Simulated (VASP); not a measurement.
# CdTe (F-43m) in VASP: further runs, part 3 of 3

VASP 6.6.1. Earlier steps stand in the parts before.

## (4) Single point, r2SCAN

This run uses another cell than the first one, of 35.25 Å³/atom, 1.087 times its volume.

Contents of POSCAR:

```
CdTe
1.0
    0.0000000000      3.2787216936      3.2787216936
    3.2787216936      0.0000000000      3.2787216936
    3.2787216936      3.2787216936      0.0000000000
Cd Te
1 1
Direct
    0.0000000000      0.0000000000      0.0000000000
    0.2500000000      0.2500000000      0.2500000000
```

Contents of INCAR.step1:

```
SYSTEM = CdTe
PREC = Accurate
ENCUT = 520
ISMEAR = 0
SIGMA = 0.05
LREAL = .False.
LASPH = .True.
NELM = 80
NBANDS = 16
GGA = PE
ALGO = Normal
EDIFF = 1E-4
LWAVE = .True.
LCHARG = .False.
```

Contents of INCAR.step2:

```
SYSTEM = CdTe
PREC = Accurate
ENCUT = 520
EDIFF = 1E-7
ISMEAR = 0
SIGMA = 0.05
LREAL = .False.
LASPH = .True.
NELM = 80
ALGO = Normal
ISIF = 2
LWAVE = .False.
LCHARG = .True.
METAGGA = R2SCAN
LMIXTAU = .True.
LELF = .True.
LVHAR = .True.
NBANDS = 16
ISTART = 1
```

Contents of KPOINTS:

```
Automatic mesh
0
Gamma
  10 10 10
  0 0 0
```

Potentials or basis: VASP PAW PBE potentials, release 64 (Cd, Te).

Command:

```console
$ cat potpaw_PBE.64/Cd/POTCAR potpaw_PBE.64/Te/POTCAR > POTCAR
$ cp INCAR.step1 INCAR
$ mpirun -np 1 vasp_std > vasp.out
$ cp INCAR.step2 INCAR
$ mpirun -np 1 vasp_std > vasp.out
```

OUTCAR:

```text
SYSTEM = CdTe
   PREC = Accurate
   ENCUT = 520
   EDIFF = 1E-7
   ISMEAR = 0
   LREAL = .False.
   LASPH = .True.
   NELM = 80
   ISIF = 2
   METAGGA = R2SCAN
   ISTART = 1

 ion  position               nearest neighbor table
   1  0.000  0.000  0.000-   2 2.84   2 2.84   2 2.84   2 2.84
   2  0.250  0.250  0.250-   1 2.84   1 2.84   1 2.84   1 2.84

  LATTYP: Found a face centered cubic cell.
 ALAT       =     6.5574433872

  Lattice vectors:

 A1 = (   0.0000000000,   3.2787216936,   3.2787216936)
 A2 = (   3.2787216936,   0.0000000000,   3.2787216936)
 A3 = (   3.2787216936,   3.2787216936,   0.0000000000)

Analysis of symmetry for initial positions (statically):
=====================================================================
 Subroutine PRICEL returns:
 Original cell was already a primitive cell.

 Routine SETGRP: Setting up the symmetry group for a
 face centered cubic supercell.

 Subroutine GETGRP returns: Found 24 space group operations
 (whereof 24 operations were pure point group operations)
 out of a pool of 48 trial point group operations.

The static configuration has the point symmetry T_d .

Analysis of symmetry for dynamics (positions and initial velocities):
=====================================================================
 Subroutine PRICEL returns:
 Original cell was already a primitive cell.

 Routine SETGRP: Setting up the symmetry group for a
 face centered cubic supercell.

 Subroutine GETGRP returns: Found 24 space group operations
 (whereof 24 operations were pure point group operations)
 out of a pool of 48 trial point group operations.

The dynamic configuration has the point symmetry T_d .

 Subroutine INISYM returns: Found 24 space group operations
 (whereof 24 operations are pure point group operations),
 and found     1 'primitive' translations

----------------------------------------------------------------------------------------

                                     Primitive cell

  volume of cell :      70.4926

  direct lattice vectors                    reciprocal lattice vectors
     0.000000000  3.278721694  3.278721694    -0.152498457  0.152498457  0.152498457
     3.278721694  0.000000000  3.278721694     0.152498457 -0.152498457  0.152498457
     3.278721694  3.278721694  0.000000000     0.152498457  0.152498457 -0.152498457

  length of vectors
     4.636812686  4.636812686  4.636812686     0.264135076  0.264135076  0.264135076

  position of ions in fractional coordinates (direct lattice)
     0.000000000  0.000000000  0.000000000
     0.250000000  0.250000000  0.250000000

  ion indices of the primitive-cell ions
   primitive index   ion index
                 1           1
                 2           2

----------------------------------------------------------------------------------------

 KPOINTS: Automatic mesh

Automatic generation of k-mesh.
 Grid dimensions read from file:
 generate k-points for:   10   10   10

 Generating k-lattice:

  Cartesian coordinates                     Fractional coordinates (reciprocal lattice)
    -0.015249846  0.015249846  0.015249846     0.100000000  0.000000000  0.000000000
     0.015249846 -0.015249846  0.015249846     0.000000000  0.100000000  0.000000000
     0.015249846  0.015249846 -0.015249846     0.000000000  0.000000000  0.100000000

  Length of vectors
     0.026413508  0.026413508  0.026413508

  Shift w.r.t. Gamma in fractional coordinates (k-lattice)
     0.000000000  0.000000000  0.000000000

 Subroutine IBZKPT returns following result:
 ===========================================

 Found     47 irreducible k-points:

 Following reciprocal coordinates:
            Coordinates               Weight
  0.000000  0.000000  0.000000      1.000000
  0.100000  0.000000  0.000000      8.000000
  0.200000  0.000000  0.000000      8.000000
  0.300000  0.000000  0.000000      8.000000
  0.400000  0.000000  0.000000      8.000000
  0.500000  0.000000  0.000000      4.000000
[... 16 lines left out ...]
  0.300000  0.300000  0.000000      6.000000
  0.400000  0.300000  0.000000     24.000000
 [... further k-points ...]
   k-points           NKPTS =     47   k-points in BZ     NKDIM =     47   number of bands    NBANDS=     16
   number of dos      NEDOS =    301   number of ions     NIONS =      2
   total plane-waves  NPLWV =  46656
   dimension x,y,z NGX =    36 NGY =   36 NGZ =   36
   dimension x,y,z NGXF=    72 NGYF=   72 NGZF=   72
   ions per type =               1   1
   NGX,Y,Z   is equivalent  to a cutoff of  12.91, 12.91, 12.91 a.u.
   NGXF,Y,Z  is equivalent  to a cutoff of  25.81, 25.81, 25.81 a.u.
 SYSTEM =  CdTe
   PREC   = accura    normal or accurate (medium, high low for compatibility)
   ISTART =      1    job   : 0-new  1-cont  2-samecut
   ICHARG =      0    charge: 1-file 2-atom 10-const
   ISPIN  =      1    spin polarized calculation?
   LNONCOLLINEAR =      F non collinear calculations
   LSORBIT =      F    spin-orbit coupling
   LASPH  =      T    aspherical Exc in radial PAW
   ENCUT  =  520.0 eV  38.22 Ry    6.18 a.u.   8.62  8.62  8.62*2*pi/ulx,y,z
   NELM   =     80;   NELMIN=  2; NELMDL=  0     # of ELM steps
   EDIFF  = 0.1E-06   stopping-criterion for ELM
   LREAL  =      F    real-space projection
   EDIFFG = 0.1E-05   stopping-criterion for IOM
   NSW    =      0    number of steps for IOM
   IBRION =     -1    ionic relax: 0-MD 1-quasi-New 2-CG
   NFREE  =      0    steps in history (QN), initial steepest desc. (CG)
   ISIF   =      2    stress and relaxation
   ISYM   =      2    0-nonsym 1-usesym 2-fastsym
   POTIM  = 0.5000    time-step for ionic-motion
   TEBEG  =    0.0;   TEEND  =   0.0 temperature during run
   PSTRESS=    0.0 pullay stress
   NELECT =      18.0000    total number of electrons
   NUPDOWN=      -1.0000    fix difference up-down
   EMIN   =  10.00;   EMAX   =-10.00  energy-range for DOS
   EFERMI =   0.00;   METHOD = LEGACY
   ISMEAR =     0;   SIGMA  =   0.05  broadening in eV -4-tet -1-fermi 0-gaus
   EFERMI_NEDOS =   21; number of points for ismear=-14 and -15
   IALGO  =     38    algorithm
   IMIX   =      4    mixing-type and parameters
     AMIX     =   0.40;   BMIX     =  1.00
     AMIX_MAG =   1.60;   BMIX_MAG =  1.00
  volume/ion in A,a.u.               =      35.25       237.85
  Fermi-wavevector in a.u.,A,eV,Ry     =   1.038607  1.962682 14.676657  1.078704
  Thomas-Fermi vector in A             =   2.173099
   LORBIT       =      0    0 simple, 1 ext, 2 COOP (PROOUT), +10 PAW based schemes
   METAGGA = R2SCAN    functional components
   LHFCALC =     F    Hartree Fock is set to
   AEXX    =    0.0000 exact exchange contribution
   IVDW    =     0    specifies the selected vdW correction
   LEPSILON=     F    determine dielectric tensor
   LRPA    =     F    only Hartree local field effects (RPA)
 non-spin polarized calculation
 Gauss-broadening in eV      SIGMA  =   0.05
  energy-cutoff  :      520.00
  volume of cell :       70.49
 maximum number of plane-waves:      1917
   NGX = 17   NGY = 17   NGZ = 17

 number of electron      18.0000005 magnetization

 Free energy of the ion-electron system (eV)
  ---------------------------------------------------
  ext. energy  EPLUGINS =         0.00000000
  ---------------------------------------------------
  free energy    TOTEN  =       -46.64567968 eV

  energy without entropy =      -46.64567968  energy(sigma->0) =      -46.64567968

 E-fermi :   2.0261     XC(G=0):  -8.9416

 val. band max:        1.7846836292   @ k =   0.0000   0.0000   0.0000
 cond. band min:       2.9427139587   @ k =   0.0000   0.0000   0.0000
 fundamental gap:      1.1580303295
 Fermi energy:         2.0261230825

 k-point     1 :       0.0000    0.0000    0.0000
  band No.  band energies     occupation
      1      -9.5399      2.00000
      2      -6.6618      2.00000
      3      -6.6618      2.00000
      4      -6.6618      2.00000
      5      -6.4042      2.00000
      6      -6.4042      2.00000
[... 8 lines left out ...]
     15      11.5543      0.00000
     16      11.5543      0.00000

 k-point     2 :       0.1000    0.0000    0.0000
  band No.  band energies     occupation
      1      -9.5036      2.00000
      2      -6.6548      2.00000
      3      -6.6548      2.00000
      4      -6.6315      2.00000
      5      -6.4047      2.00000
      6      -6.4047      2.00000
[... 8 lines left out ...]
     15      11.0038      0.00000
     16      11.0038      0.00000
[... 387 lines left out ...]
      5      -6.3851      2.00000
      6      -6.2818      2.00000
[... 8 lines left out ...]
     15      12.3336      0.00000
     16      13.7064      0.00000

 k-point    24 :       0.4000    0.3000    0.0000
  band No.  band energies     occupation
      1      -9.1414      2.00000
      2      -6.5506      2.00000
      3      -6.5438      2.00000
      4      -6.4738      2.00000
      5      -6.3824      2.00000
      6      -6.1402      2.00000
[... 8 lines left out ...]
     15      12.7568      0.00000
     16      13.8943      0.00000

 [... further k-points ...]
[... 5 lines left out ...]
  --------------------------------------------------------------------------------------
  -------------------------------------------------------------------------------------
  Total        0.0450444      0.0450444      0.0450444      0.0000000      0.0000000      0.0000000
  in kB        1.0237829      1.0237829      1.0237829      0.0000000      0.0000000      0.0000000
  external PRESSURE =       1.0237829 kB  Pullay stress =       0.0000000 kB

 VOLUME and BASIS-vectors are now :
 -----------------------------------------------------------------------------
  energy-cutoff  :      520.00
  volume of cell :       70.49
      direct lattice vectors                 reciprocal lattice vectors
     0.000000000  3.278721694  3.278721694    -0.152498457  0.152498457  0.152498457
     3.278721694  0.000000000  3.278721694     0.152498457 -0.152498457  0.152498457
     3.278721694  3.278721694  0.000000000     0.152498457  0.152498457 -0.152498457

 POSITION                                       TOTAL-FORCE (eV/Angst)
 -----------------------------------------------------------------------------------
      0.00000      0.00000      0.00000         0.000000      0.000000      0.000000
      1.63936      1.63936      1.63936        -0.000000     -0.000000     -0.000000
 -----------------------------------------------------------------------------------
    total drift:                               -0.000001     -0.000001     -0.000001

  FREE ENERGIE OF THE ION-ELECTRON SYSTEM (eV)
  ---------------------------------------------------
  free  energy   TOTEN  =       -46.6456796829 eV

  energy  without entropy=      -46.6456796829  energy(sigma->0) =      -46.64567968
```

Run time: 2.9 min. Hardware: 1 thread of AMD EPYC 9R45 (Zen 5), shared host; peak memory 0.22 GiB.

Results:

```yaml
Free_energy: -46.6457 eV
Pressure: 0.1 GPa
Band_gap_on_the_k_mesh: 1.16 eV, direct
```

Caveat: the PAW data sets were made with another functional, which shifts forces and pressure a little; spin-orbit coupling is left out, which moves the levels of the heavy elements.

## (5) Single point, r2SCAN (volume scaled by 1.040)

Contents of POSCAR:

```
CdTe
1.0
    0.0000000000      3.3218677164      3.3218677164
    3.3218677164      0.0000000000      3.3218677164
    3.3218677164      3.3218677164      0.0000000000
Cd Te
1 1
Direct
    0.0000000000      0.0000000000      0.0000000000
    0.2500000000      0.2500000000      0.2500000000
```

Contents of INCAR.step1:

```
ALGO = Normal
EDIFF = 1E-4
ENCUT = 520
GGA = PE
ISMEAR = 0
LASPH = T
LCHARG = F
LREAL = F
LWAVE = T
NBANDS = 16
NELM = 60
PREC = Accurate
SIGMA = 0.05
```

Contents of INCAR.step2:

```
ALGO = Normal
EDIFF = 1E-7
ENCUT = 520
ISIF = 2
ISMEAR = 0
ISTART = 1
LASPH = T
LCHARG = F
LMIXTAU = T
LREAL = F
LWAVE = F
METAGGA = R2SCAN
NBANDS = 16
NELM = 60
PREC = Accurate
SIGMA = 0.05
```

Contents of KPOINTS:

```
k-points
0
Gamma
  10 10 10
```

Command:

```console
$ cat potpaw_PBE.64/Cd/POTCAR potpaw_PBE.64/Te/POTCAR > POTCAR
$ cp INCAR.step1 INCAR
$ mpirun -np 1 vasp_std > vasp.out
$ cp INCAR.step2 INCAR
$ mpirun -np 1 vasp_std > vasp.out
```

It took 2.4 min on 1 thread of AMD EPYC 9R45 (Zen 5), shared host; peak memory 0.22 GiB.

The run converged. Its results:

```yaml
Free_energy: -46.6343 eV
Pressure: -1.4 GPa
Band_gap_on_the_k_mesh: 1.03 eV, direct
```

Levels at points of the mesh, in eV from the valence-band top:
```
           k point  band 7  band 8  band 9  band 10  band 11  band 12
(0.00, 0.00, 0.00)    0.00    0.00    0.00     1.03     5.08     5.08
(0.50, 0.00, 0.00)   -4.08   -0.68   -0.68     2.14     5.61     5.61
(0.50, 0.50, 0.00)   -3.99   -1.66   -1.66     2.98     3.03     9.03
```

Caveat: the cell differs from its parent crystal (volume scaled by 1.040); the PAW data sets were made with another functional, which shifts forces and pressure a little; spin-orbit coupling is left out, which moves the levels of the heavy elements.

## (6) The runs side by side

```tsv
cell	gap on the mesh (eV)	pressure (GPa)
a = 4.510 Å, angles 60.0°, 2 atoms	1.43	4.2
a = 4.574 Å, angles 60.0°, 2 atoms	1.29	1.9
a = 4.637 Å, angles 60.0°, 2 atoms	1.16	0.1
a = 4.698 Å, angles 60.0°, 2 atoms	1.03	-1.4
```

Alike in all rows: task single point; level r2SCAN; potentials or basis VASP PAW PBE potentials, release 64 (Cd, Te); no spin polarisation; k mesh 10 × 10 × 10; cutoff (eV) 520; smearing gaussian 0.05 eV.

Caveats: the PAW data sets were made with another functional, which shifts forces and pressure a little; spin-orbit coupling is left out, which moves the levels of the heavy elements.

Total energies depend on the potentials used, so only differences within one code and one set of settings carry meaning.

## (7) Against experiment

Step 4. Measured gap of CdTe: 1.607 eV (0 K; a printed reference work, data compilation). This calculation gives 1.16 eV (-0.45 eV). Spin-orbit coupling on Cd, Te is left out. The value is that of r2SCAN, without temperature or zero-point motion.
